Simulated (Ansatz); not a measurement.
Relaxed (001) slab cut from BN (space group P6_3/mmc (No. 194)); the slab's formula is BN, its outer planes BN (top) and BN (bottom):

```xyz
8
Lattice="2.5043 0.0000 0.0000 -1.2522 2.1688 0.0000 0.0000 0.0000 25.5286" Properties=species:S:1:pos:R:3 pbc="T T T"
B     1.2522    0.7229    7.4949
N     0.0000    1.4459    7.4923
B     0.0000    1.4459   11.0101
N     1.2522    0.7229   11.0101
B     1.2522    0.7229   14.5185
N     0.0000    1.4459   14.5186
B     0.0000    1.4459   18.0337
N     1.2522    0.7229   18.0363
```

Method: DFT PBEsol, scalar-relativistic, plane waves, PAW (Ansatz). Cutoff 420 eV; k points 12×12×1 on the computed 8-atom cell (Γ-centred); Gaussian smearing, width 0.05 eV; no spin polarisation. The cell repeats along c with a dipole correction in the vacuum.

The potential is the smooth part; its values at the atoms depend on the PAW datasets.

Question: How does the plane-averaged electrostatic potential energy of an electron run along c, counted from the top of the valence band?

Answer: (z (Å), V (eV)): (2.55, 5.92), (2.84, 5.92), (3.12, 5.92), (3.40, 5.92), (3.69, 5.92), (3.97, 5.92), (4.25, 5.92), (4.54, 5.92), (4.82, 5.91), (5.11, 5.90), (5.39, 5.87), (5.67, 5.79), (5.96, 5.58), (6.24, 5.00), (6.52, 3.47), (6.81, -0.59), (7.09, -11.93), (7.37, -22.24), (7.66, -21.19), (7.94, -9.77), (8.23, 0.47), (8.51, 3.83), (8.79, 5.13), (9.08, 5.58), (9.36, 5.62), (9.64, 5.29), (9.93, 4.26), (10.21, 1.62), (10.50, -6.75), (10.78, -19.18), (11.06, -23.18), (11.35, -14.99), (11.63, -2.61), (11.91, 2.86), (12.20, 4.76), (12.48, 5.46), (12.76, 5.64), (13.05, 5.46), (13.33, 4.76), (13.62, 2.86), (13.90, -2.61), (14.18, -14.99), (14.47, -23.18), (14.75, -19.18), (15.03, -6.75), (15.32, 1.62), (15.60, 4.26), (15.88, 5.29), (16.17, 5.62), (16.45, 5.58), (16.74, 5.13), (17.02, 3.83), (17.30, 0.47), (17.59, -9.77), (17.87, -21.19), (18.15, -22.24), (18.44, -11.93), (18.72, -0.59), (19.00, 3.47), (19.29, 5.00), (19.57, 5.58), (19.86, 5.79), (20.14, 5.87), (20.42, 5.90), (20.71, 5.91), (20.99, 5.92), (21.27, 5.92), (21.56, 5.92), (21.84, 5.92), (22.12, 5.92), (22.41, 5.92), (22.69, 5.92), (22.98, 5.92)

The vacuum level lies 5.92 eV above the top of the valence band.

Cost: 1 run of about 0.69 core-minutes, on Intel Xeon Processor @ 2.50GHz (Skylake/Cascade Lake) (shared hosts).